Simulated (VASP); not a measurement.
A run of VASP 6.6.1 is set up as follows.

Contents of INCAR:

```
SYSTEM = As2Pt
  ALGO = Normal
  EDIFF = 1E-6
  EDIFFG = -0.01
  ENCUT = 300
  GGA = PE
  IBRION = 2
  ISIF = 3
  ISMEAR = 0
  LASPH = .True.
  LCHARG = .False.
  LREAL = .False.
  LWAVE = .False.
  NELM = 80
  NSW = 90
  PREC = Accurate
  SIGMA = 0.03
```

KPOINTS

```
k-points
0
Gamma
  3 3 3
  0 0 0
```

File POSCAR:

```
As2Pt
1.0
    5.9665000000      0.0000000000      0.0000000000
    0.0000000000      5.9665000000      0.0000000000
    0.0000000000      0.0000000000      5.9665000000
As Pt
8 4
Direct
    0.3830000000      0.3830000000      0.3830000000
    0.1170000000      0.6170000000      0.8830000000
    0.8830000000      0.1170000000      0.6170000000
    0.6170000000      0.8830000000      0.1170000000
    0.6170000000      0.6170000000      0.6170000000
    0.8830000000      0.3830000000      0.1170000000
    0.1170000000      0.8830000000      0.3830000000
    0.3830000000      0.1170000000      0.8830000000
    0.0000000000      0.0000000000      0.0000000000
    0.5000000000      0.0000000000      0.5000000000
    0.5000000000      0.5000000000      0.0000000000
    0.0000000000      0.5000000000      0.5000000000
```

Potentials or basis: VASP PAW PBE potentials, release 64 (As, Pt).

Run with:

```console
$ cat potpaw_PBE.64/As/POTCAR potpaw_PBE.64/Pt/POTCAR > POTCAR
$ mpirun -np 4 vasp_std > vasp.out
```

(1) What does it give for the space group after relaxing (to 0.05 Å)?

(2) What does it give for the relaxed cell?

(3) What does it give for the band gap on the k mesh?

Results:

(1) Pa-3 (No. 205).

(2) a = 6.056 Å, b = 6.056 Å, c = 6.056 Å, α = 90.00°, β = 90.00°, γ = 90.00°.

(3) 0.52 eV, indirect (least direct gap 1.05 eV).

Caveat: spin-orbit coupling is left out, which moves the levels of the heavy elements; an odd mesh through Γ misses points on the zone boundary, where band edges often lie.
